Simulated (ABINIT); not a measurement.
# BeTe (F-43m) in ABINIT: reference runs

Aim: a first look at BeTe with PBE, on the cell as given and on a disturbed one.

Program: ABINIT 10.8.3 (patched build). These are calculated values, not measurements. Logs are shortened: lines on timing, memory, paths and dates and some standing lists are left out, and cuts for length are marked. The log counts tension as positive stress, the text compression.

### 1 The structure

Symmetry: F-43m, No. 216, cubic system. Conventional cell: a = 5.540 Å, b = 5.540 Å, c = 5.540 Å, α = 90.00°, β = 90.00°, γ = 90.00°. Around Te (site symmetry -43m) lie 4 Be at 2.40 Å. Be (site symmetry -43m) has 4 Te at 2.40 Å as nearest neighbours.

### 2 Single point, PBE

Contents of run.abi:

```
# Pseudopotentials
pp_dirpath "./"
pseudos "Te.GGA_PBE-JTH.xml, Be.GGA_PBE-JTH.xml"

# Structure
acell 3.9173715678 3.9173715678 3.9173715678 Angstrom
rprim
     0.0000000000     0.7071067812     0.7071067812
     0.7071067812     0.0000000000     0.7071067812
     0.7071067812     0.7071067812     0.0000000000
ntypat 2
znucl 52 4
natom 2
typat 1 2
xcart
     4.1550000000     4.1550000000     4.1550000000
     0.0000000000     0.0000000000     0.0000000000 Angstrom

# Plane-wave basis
ecut 19.0
pawecutdg 38.0

# k points
kptopt 1
ngkpt 8 8 8
nshiftk 1
shiftk 0.0 0.0 0.0

# Exchange and correlation
ixc 11

# Bands and occupations
nband 9
occopt 3
tsmear 0.05 eV

# SCF cycle
nstep 100
tolvrs 1.0e-9

# Output
iomode 3
prtwf 0
prtden 0
prteig 0
prtebands 0
```

Potentials or basis: JTH PAW PBE v2.0.

The run is started by

```sh
> abinit run.abi > log 2>&1
```

run.abo:

```text
.Version 10.8.3 of ABINIT
 Symmetries : space group F-4 3 m (#216); Bravais cF (face-center cubic)
================================================================================
 Values of the parameters that define the memory need of the present run
     intxc =       0    ionmov =       0      iscf =      17    lmnmax =       8
     lnmax =       4     mgfft =      30  mpssoang =       2    mqgrid =    3001
     natom =       2  nloc_mem =       2    nspden =       1   nspinor =       1
    nsppol =       1      nsym =      24    n1xccc =       1    ntypat =       2
    occopt =       3   xclevel =       2
       mpw =        1151          nfft =       27000          nkpt =          29
 PAW method is used; the additional fine FFT grid is defined by:
   mgfftf=        45    nfftf =     91125
================================================================================
================================================================================

--------------------------------------------------------------------------------
------------- Echo of variables that govern the present computation ------------
--------------------------------------------------------------------------------
 -outvars: echo values of preprocessed input variables --------
            acell      7.4027593966E+00  7.4027593966E+00  7.4027593966E+00 Bohr
              amu      1.27600000E+02  9.01218200E+00
             ecut      1.90000000E+01 Hartree
              ixc          11
         kptrlatt        8    0    0      0    8    0      0    0    8
          kptrlen      5.92220752E+01
            natom           2
            nband           9
            ngfft          30      30      30
          ngfftdg          45      45      45
             nkpt          29
            nstep         100
             nsym          24
           ntypat           2
           occopt           3
        pawecutdg      3.80000000E+01 Hartree
         pawxcdev           0
           prtden           0
        prtebands           0
           prteig           0
            prtwf           0
            rprim      0.0000000000E+00  7.0710678120E-01  7.0710678120E-01
                       7.0710678120E-01  0.0000000000E+00  7.0710678120E-01
                       7.0710678120E-01  7.0710678120E-01  0.0000000000E+00
          spgroup         216
           tolvrs      1.00000000E-09
           tsmear      1.83746611E-03 Hartree
            typat      1  2
           useylm           1
           xangst      4.1550000000E+00  4.1550000000E+00  4.1550000000E+00
                      -1.0718343546E-10 -1.0718343546E-10 -1.0718343546E-10
            xcart      7.8518120531E+00  7.8518120531E+00  7.8518120531E+00
                      -2.0254733826E-10 -2.0254733826E-10 -2.0254733826E-10
             xred      7.4999999998E-01  7.4999999998E-01  7.4999999998E-01
                      -1.9347190516E-11 -1.9347190516E-11 -1.9347190516E-11
            znucl       52.00000    4.00000

================================================================================

 chkinp: Checking input parameters for consistency.

================================================================================
== DATASET  1 ==================================================================

--- !DatasetInfo
iteration_state: {dtset: 1, }
dimensions: {natom: 2, nkpt: 29, mband: 9, nsppol: 1, nspinor: 1, nspden: 1, mpw: 1151, }
cutoff_energies: {ecut:  19.0, pawecutdg:  38.0, }
electrons: {nelect:   1.00000000E+01, charge:   0.00000000E+00, occopt:   3.00000000E+00, tsmear:   1.83746611E-03, }
meta: {optdriver: 0, ionmov: 0, optcell: 0, iscf: 17, paral_kgb: 0, }
...

 Exchange-correlation functional for the present dataset will be:
  GGA: Perdew-Burke-Ernzerhof functional - ixc=11
  J.P.Perdew, K.Burke, M.Ernzerhof, PRL 77, 3865 (1996)

 Real(R)+Recip(G) space primitive vectors, cartesian coordinates (Bohr,Bohr^-1):
 R(1)=  0.0000000  5.2345414  5.2345414  G(1)= -0.0955194  0.0955194  0.0955194
 R(2)=  5.2345414  0.0000000  5.2345414  G(2)=  0.0955194 -0.0955194  0.0955194
 R(3)=  5.2345414  5.2345414  0.0000000  G(3)=  0.0955194  0.0955194 -0.0955194
 Unit cell volume ucvol=  2.8685730E+02 bohr^3
 Angles (23,13,12)=  6.00000000E+01  6.00000000E+01  6.00000000E+01 degrees

 Coarse grid specifications (used for wave-functions):

 getcut: wavevector=  0.0000  0.0000  0.0000  ngfft=  30  30  30
         ecut(hartree)=     19.000   => boxcut(ratio)=   2.06761

 Fine grid specifications (used for densities):

 getcut: wavevector=  0.0000  0.0000  0.0000  ngfft=  45  45  45
         ecut(hartree)=     38.000   => boxcut(ratio)=   2.14191

--- Pseudopotential description ------------------------------------------------
- pspini: atom type   1  psp file is ./Te.GGA_PBE-JTH.xml
 Pseudopotential format is: paw10
 basis_size (lnmax)=  4 (lmn_size=  8), orbitals=   0   0   1   1
 Spheres core radius: rc_sph= 2.31107438
 Shapefunction is SIN type: shapef(r)=[sin(pi*r/rshp)/(pi*r/rshp)]**2
 Radius for shape functions =  2.10488624
 Compensation charge density is not taken into account in XC energy/potential

- pspini: atom type   2  psp file is ./Be.GGA_PBE-JTH.xml
 Pseudopotential format is: paw10
 basis_size (lnmax)=  4 (lmn_size=  8), orbitals=   0   0   1   1
 Spheres core radius: rc_sph= 1.60727588
 Shapefunction is SIN type: shapef(r)=[sin(pi*r/rshp)/(pi*r/rshp)]**2
 Radius for shape functions =  1.40108027
 Compensation charge density is not taken into account in XC energy/potential

   1.14173192E+03                                ecore*ucvol(ha*bohr**3)
--------------------------------------------------------------------------------

[... 7 lines left out ...]

     iter   Etot(hartree)      deltaE(h)  residm     nres2
 ETOT  1  -22.378954404456    -2.238E+01 3.106E+01 2.323E+00
 ETOT  2  -23.119585188195    -7.406E-01 3.121E-02 8.043E-01
 ETOT  3  -23.116226660786     3.359E-03 1.910E-02 2.036E-01
 ETOT  4  -23.115433826640     7.928E-04 2.556E-03 8.454E-03
 ETOT  5  -23.115464816942    -3.099E-05 2.931E-03 1.234E-03
 ETOT  6  -23.115480876724    -1.606E-05 5.361E-04 3.872E-05
 ETOT  7  -23.115480860629     1.609E-08 2.693E-04 7.272E-06
 ETOT  8  -23.115480941716    -8.109E-08 4.225E-05 5.311E-07
 ETOT  9  -23.115480942608    -8.918E-10 2.051E-05 3.219E-08
 ETOT 10  -23.115480942977    -3.685E-10 3.103E-06 1.720E-09
 ETOT 11  -23.115480943008    -3.132E-11 1.613E-06 1.798E-10

 At SCF step   11       nres2   =  1.80E-10 < tolvrs=  1.00E-09 =>converged.

 Cartesian components of stress tensor (hartree/bohr^3)
  sigma(1 1)= -1.49998386E-04  sigma(3 2)=  0.00000000E+00
  sigma(2 2)= -1.49998386E-04  sigma(3 1)=  0.00000000E+00
  sigma(3 3)= -1.49998386E-04  sigma(2 1)=  0.00000000E+00

--- !ResultsGS
iteration_state: {dtset: 1, }
comment   : Summary of ground state results
lattice_vectors:
- [  0.0000000,   5.2345414,   5.2345414, ]
- [  5.2345414,   0.0000000,   5.2345414, ]
- [  5.2345414,   5.2345414,   0.0000000, ]
lattice_lengths: [   7.40276,    7.40276,    7.40276, ]
lattice_angles: [ 60.000,  60.000,  60.000, ] # degrees, (23, 13, 12)
lattice_volume:   2.8685730E+02
convergence: {deltae: -3.132E-11, res2:  1.798E-10, residm:  1.613E-06, diffor: null, }
etotal    :  -2.31154809E+01
entropy   :   0.00000000E+00
fermie    :  -1.38563512E-01
cartesian_stress_tensor: # hartree/bohr^3
- [ -1.49998386E-04,   0.00000000E+00,   0.00000000E+00, ]
- [  0.00000000E+00,  -1.49998386E-04,   0.00000000E+00, ]
- [  0.00000000E+00,   0.00000000E+00,  -1.49998386E-04, ]
pressure_GPa:   4.4131E+00
xred      :
- [  7.5000E-01,   7.5000E-01,   7.5000E-01, Te]
- [ -1.9347E-11,  -1.9347E-11,  -1.9347E-11, Be]
cartesian_forces: # hartree/bohr
- [ -1.28599864E-29,  -1.28599864E-29,   3.85799591E-29, ]
- [  1.28599864E-29,   1.28599864E-29,  -3.85799591E-29, ]
force_length_stats: {min:   4.26517495E-29, max:   4.26517495E-29, mean:   4.26517495E-29, }
...

 Integrated electronic density in atomic spheres:
 ------------------------------------------------
 Atom  Sphere_radius  Integrated_density
    1        2.31107          3.24484847
    2        1.60728          2.53534151

================================================================================

 ----iterations are completed or convergence reached----

 Mean square residual over all n,k,spin=   74.351E-10; max=  16.125E-07
 reduced coordinates (array xred) for    2 atoms
       0.749999999981      0.749999999981      0.749999999981
      -0.000000000019     -0.000000000019     -0.000000000019
 rms dE/dt=  1.9040E-28; max dE/dt=  2.6926E-28; dE/dt below (all hartree)
    1      -0.000000000000     -0.000000000000      0.000000000000
    2       0.000000000000      0.000000000000      0.000000000000

 cartesian coordinates (angstrom) at end:
    1      4.15500000000000     4.15500000000000     4.15500000000000
    2     -0.00000000010718    -0.00000000010718    -0.00000000010718

 cartesian forces (hartree/bohr) at end:
    1     -0.00000000000000    -0.00000000000000     0.00000000000000
    2      0.00000000000000     0.00000000000000    -0.00000000000000
 frms,max,avg= 2.4624999E-29 3.8579959E-29   0.000E+00  0.000E+00  0.000E+00 h/b

 cartesian forces (eV/Angstrom) at end:
    1     -0.00000000000000    -0.00000000000000     0.00000000000000
    2      0.00000000000000     0.00000000000000    -0.00000000000000
 frms,max,avg= 1.2662684E-27 1.9838613E-27   0.000E+00  0.000E+00  0.000E+00 e/A
 length scales=  7.402759396560  7.402759396560  7.402759396560 bohr
              =  3.917371567800  3.917371567800  3.917371567800 angstroms
 Fermi (or HOMO) energy (hartree) =  -0.13856   Average Vxc (hartree)=  -0.34337
 Eigenvalues (hartree) for nkpt=  29  k points:
 kpt#   1, nband=  9, wtk=  0.00195, kpt=  0.0000  0.0000  0.0000 (reduced coord)
  -3.85912   -0.63654   -0.17255   -0.17255   -0.17255   -0.03888   -0.03888   -0.03888
  -0.01675
      occupation numbers for kpt#   1
   2.00000    2.00000    2.00000    2.00000    2.00000    0.00000    0.00000    0.00000
   0.00000
 prteigrs : prtvol=0 or 1, do not print more k-points.

--- !EnergyTerms
iteration_state     : {dtset: 1, }
comment             : Components of total free energy in Hartree
kinetic             :  4.42514328150990E+00
hartree             :  2.51934745666433E+00
xc                  : -4.91879511555895E+00
Ewald energy        : -1.32249291246634E+01
psp_core            :  3.98013897201748E+00
local_psp           : -7.86761498786583E+00
PAW spherical_terms : -8.02877839971226E+00
internal            : -2.31154879176088E+01
'-kT*entropy'       : -8.20584363101820E-12
total_energy        : -2.31154879176170E+01
total_energy_eV     : -6.29004469990582E+02
...

--- !EnergyTermsDC
iteration_state     : {dtset: 1, }
comment             : '"Double-counting" decomposition of free energy'
band_energy         : -1.05908981334413E+01
Ewald energy        : -1.32249291246634E+01
psp_core            :  3.98013897201748E+00
xc_dc               : -3.31852985108161E+00
PAW spherical_terms :  3.87371941691028E-02
internal            : -2.31154809429998E+01
'-kT*entropy'       : -8.20584363101820E-12
total_energy_dc     : -2.31154809430080E+01
total_energy_dc_eV  : -6.29004280201803E+02
...

--- !EnergyTermsWithPAWCore
iteration_state     : {dtset: 1, }
comment             : 'Components of total free energy, including PAW core contributions'
Total energy        : -6.80939116625736E+03
Total energy DC     : -6.80939115928275E+03
Total energy (eV)   : -1.85292973125000E+05
Total energy DC (eV): -1.85292972935211E+05
...

 Cartesian components of stress tensor (hartree/bohr^3)
  sigma(1 1)= -1.49998386E-04  sigma(3 2)=  0.00000000E+00
  sigma(2 2)= -1.49998386E-04  sigma(3 1)=  0.00000000E+00
  sigma(3 3)= -1.49998386E-04  sigma(2 1)=  0.00000000E+00

-Cartesian components of stress tensor (GPa)         [Pressure=  4.4131E+00 GPa]
- sigma(1 1)= -4.41310487E+00  sigma(3 2)=  0.00000000E+00
- sigma(2 2)= -4.41310487E+00  sigma(3 1)=  0.00000000E+00
- sigma(3 3)= -4.41310487E+00  sigma(2 1)=  0.00000000E+00

== END DATASET(S) ==============================================================
================================================================================

 -outvars: echo values of variables after computation  --------
            acell      7.4027593966E+00  7.4027593966E+00  7.4027593966E+00 Bohr
           etotal     -2.3115480943E+01
            fcart     -1.2859986355E-29 -1.2859986355E-29  3.8579959065E-29
                       1.2859986355E-29  1.2859986355E-29 -3.8579959065E-29
            rprim      0.0000000000E+00  7.0710678120E-01  7.0710678120E-01
                       7.0710678120E-01  0.0000000000E+00  7.0710678120E-01
                       7.0710678120E-01  7.0710678120E-01  0.0000000000E+00
           strten     -1.4999838582E-04 -1.4999838582E-04 -1.4999838582E-04
                       0.0000000000E+00  0.0000000000E+00  0.0000000000E+00
           xangst      4.1550000000E+00  4.1550000000E+00  4.1550000000E+00
                      -1.0718343546E-10 -1.0718343546E-10 -1.0718343546E-10
             xred      7.4999999998E-01  7.4999999998E-01  7.4999999998E-01
                      -1.9347190516E-11 -1.9347190516E-11 -1.9347190516E-11
 Calculation completed.
```

Run time: 11 s. Hardware: 1 thread of Arm Neoverse V1, shared host; peak memory 0.1 GiB.

Results:

```
Free energy                                           : -629.0043 eV
Pressure                                              : 4.4 GPa
Band gap on the k mesh                                : 1.85 eV, indirect (least direct gap 3.64 eV)
Valence electrons inside the program's atomic spheres : Te 3.24; Be 2.54
```

Caveat: spin-orbit coupling is left out, which moves the levels of the heavy elements. A k mesh can miss the band edges.

### 3 Single point, PBE

Contents of run.py:

```python
import json, os
import numpy as np
from ase.units import GPa
from ase.calculators.abinit import Abinit, AbinitProfile
from ase import Atoms

atoms = Atoms(['Te', 'Be'],
              cell=[[0.0, 2.77, 2.77], [2.77, 0.0, 2.77], [2.77, 2.77, 0.0]],
              scaled_positions=[[0.75, 0.75, 0.75], [0.0, 0.0, 0.0]],
              pbc=True)

profile = AbinitProfile(command='abinit', pp_paths=[os.path.abspath('pseudos')])
params = dict(
    pps='pawxml', xc='PBE',
    ecut=517.0163,
    pawecutdg=1034.0327,
    kptopt=1,
    ngkpt=[8, 8, 8],
    nshiftk=1,
    shiftk=[0.0, 0.0, 0.0],
    ixc=11,
    nband=9,
    occopt=3,
    tsmear=0.05,
    nstep=100,
    tolvrs=1e-09,
    prtwf=0,
    prtden=0,
)

atoms.calc = Abinit(profile=profile, directory='run', **params)
energy = atoms.get_potential_energy()
forces = atoms.get_forces()
stress = atoms.get_stress()
print(f'energy {energy:.6f} eV')
print('forces (eV/A)')
print(np.round(forces, 5))
print('stress (GPa, Voigt, tension positive)', np.round(stress / GPa, 4))
json.dump(dict(energy=energy, forces=forces.tolist(), stress=stress.tolist(), cell=atoms.cell.tolist(), frac=atoms.get_scaled_positions(wrap=False).tolist()), open('results.json', 'w'))
```

Potentials or basis: JTH PAW PBE v2.0.

The run is started by

```sh
> python run.py
```

It took 12 s on 1 thread of Arm Neoverse V1, shared host; peak memory 0.1 GiB.

The run converged. Its results:

```
Free energy                                           : -629.0043 eV
Pressure                                              : 4.4 GPa
Band gap on the k mesh                                : 1.85 eV, indirect (least direct gap 3.64 eV)
Valence electrons inside the program's atomic spheres : Te 3.24; Be 2.54
```

Levels at points of the mesh, in eV from the valence-band top:
```tsv
k point	band 3	band 4	band 5	band 6	band 7	band 8
(0.00, 0.00, 0.00)	0.00	0.00	0.00	3.64	3.64	3.64
(0.50, 0.00, 0.00)	-5.85	-1.20	-1.20	3.25	4.63	4.63
(0.50, 0.50, 0.00)	-5.37	-2.81	-2.81	1.85	2.59	10.27
```

Caveat: spin-orbit coupling is left out, which moves the levels of the heavy elements. A k mesh can miss the band edges.

### 4 Single point, PBE (atoms moved at random, drawn with an rms of 0.05 Å)

Contents of run.abi:

```
# Pseudopotentials
pp_dirpath "./"
pseudos "Te.GGA_PBE-JTH.xml, Be.GGA_PBE-JTH.xml"

# Structure
acell 3*1.0 Angstrom
rprim
     0.0000000000     2.7700000000     2.7700000000
     2.7700000000     0.0000000000     2.7700000000
     2.7700000000     2.7700000000     0.0000000000
ntypat 2
znucl 52 4
natom 2
typat 1 2
xcart
     7.8004716661     7.7778793856     7.9136738577
    -0.0595533771     0.0361654463    -0.0436665441
chkprim 0
chksymtnons 0
tolsym 1.0e-6

# Plane-wave basis
ecut 19.0
pawecutdg 38.0

# k points
kptopt 1
ngkpt 8 8 8
nshiftk 1
shiftk 0.0 0.0 0.0

# Exchange and correlation
ixc 11

# Bands and occupations
nband 9
occopt 3
tsmear 0.05 eV

# SCF cycle
nstep 100
tolvrs 1.0e-9

# Output
iomode 3
prtwf 0
prteig 0
prtebands 0
enunit 1
prtden 1
prtvha 1
prtvclmb 1
prtpot 1
```

The run is started by

```sh
> abinit run.abi > log 2>&1
```

It took 76 s on 1 thread of Arm Neoverse V1, shared host; peak memory 0.17 GiB.

The run converged. Its results:

```yaml
Free_energy: -628.9790 eV
Pressure: 4.6 GPa
Largest_force: 0.628 eV/Å
Band_gap_on_the_k_mesh: 1.58 eV, indirect (least direct gap 3.23 eV)
Valence_electrons_inside_the_program's_atomic_spheres: Te 3.25; Be 2.54
```

Forces in eV/Å, atoms in the order of the input:
```
Te   0.045  0.452 -0.433
Be  -0.045 -0.452  0.433
```

Stress tensor (GPa, compression positive):
```
 4.65  1.28 -1.34
 1.28  4.54 -0.12
-1.34 -0.12  4.55
```

Levels at points of the mesh, in eV from the valence-band top:
| k point | band 3 | band 4 | band 5 | band 6 | band 7 | band 8 |
| --- | --- | --- | --- | --- | --- | --- |
| (0.00, 0.00, 0.00) | -0.52 | -0.26 | 0.00 | 3.23 | 3.38 | 3.56 |
| (0.50, 0.00, 0.00) | -6.11 | -1.65 | -1.24 | 2.98 | 4.08 | 4.69 |
| (0.00, 0.50, 0.00) | -6.00 | -1.61 | -1.38 | 2.95 | 4.11 | 4.45 |
| (0.50, 0.50, 0.00) | -5.63 | -3.14 | -2.99 | 1.58 | 2.34 | 9.90 |
| (0.00, 0.00, 0.50) | -6.20 | -1.54 | -1.30 | 3.03 | 4.27 | 4.65 |
| (0.50, 0.00, 0.50) | -5.63 | -3.14 | -2.98 | 1.58 | 2.34 | 9.90 |
| (0.00, 0.50, 0.50) | -5.63 | -3.07 | -3.04 | 1.58 | 2.32 | 10.02 |
| (0.50, 0.50, 0.50) | -6.11 | -1.66 | -1.24 | 2.98 | 4.07 | 4.69 |

Caveat: spin-orbit coupling is left out, which moves the levels of the heavy elements. A k mesh can miss the band edges.

### 5 Equation of state, PBE

Contents of run.abi:

```
# Datasets: one volume each
ndtset 7
getwfk -1
scalecart1 3*0.9795861087
scalecart2 3*0.9864848297
scalecart3 3*0.9932883884
scalecart4 3*1.0000000000
scalecart5 3*1.0066227096
scalecart6 3*1.0131594038
scalecart7 3*1.0196128224

# Pseudopotentials
pp_dirpath "./"
pseudos "Te.GGA_PBE-JTH.xml, Be.GGA_PBE-JTH.xml"

# Structure
acell 7.4027593915 7.4027593915 7.4027593915
rprim
     0.0000000000     0.7071067812     0.7071067812
     0.7071067812     0.0000000000     0.7071067812
     0.7071067812     0.7071067812     0.0000000000
ntypat 2
znucl 52 4
natom 2
typat 1 2
xred
     0.7500000000     0.7500000000     0.7500000000
     0.0000000000     0.0000000000     0.0000000000

# Plane-wave basis
ecut 19.0
pawecutdg 38.0

# k points
kptopt 1
ngkpt 8 8 8
nshiftk 1
shiftk 0.0 0.0 0.0

# Exchange and correlation
ixc 11

# Bands and occupations
nband 9
occopt 3
tsmear 0.00183747

# SCF cycle
nstep 100
tolvrs 1.0e-9

# Output
iomode 3
prtwf 1
prtden 0
prteig 0
prtebands 0
enunit 2
```

The run is started by

```sh
> abinit run.abi > log 2>&1
```

Run time: 56 s. Hardware: 1 thread of Arm Neoverse V1, shared host; peak memory 0.13 GiB.

The run converged. Its results:

```yaml
Equilibrium_volume: "22.74 Å³/atom (rough: see the caveat)"
Bulk_modulus: 58 GPa (rough)
```

Energy against volume, from the lowest point:
```tsv
volume (Å³/atom)	energy (meV/atom)
19.979	74.29
20.404	51.35
20.829	33.14
21.254	19.24
21.679	9.33
22.104	3.05
22.529	0.00
```

Caveat: pressures at fixed basis lie under the slope of the energies; the minimum lies outside the volumes run.

### 6 Summary

```csv
task,cell,gap on the mesh (eV),pressure (GPa)
single point,as given,1.85,4.4
single point,"atoms moved at random, drawn with an rms of 0.05 Å",1.58,4.6
equation of state,as given,-,-
```

Alike in all rows: level PBE; potentials or basis JTH PAW PBE v2.0; no spin polarisation; k mesh 8 × 8 × 8; cutoff (eV) 517; smearing fermi-dirac 0.05 eV.

Caveats: spin-orbit coupling is left out, which moves the levels of the heavy elements (some runs); pressures at fixed basis lie under the slope of the energies (some runs); the minimum lies outside the volumes run (some runs).

Absolute energies hang on the potentials; compare differences alone.
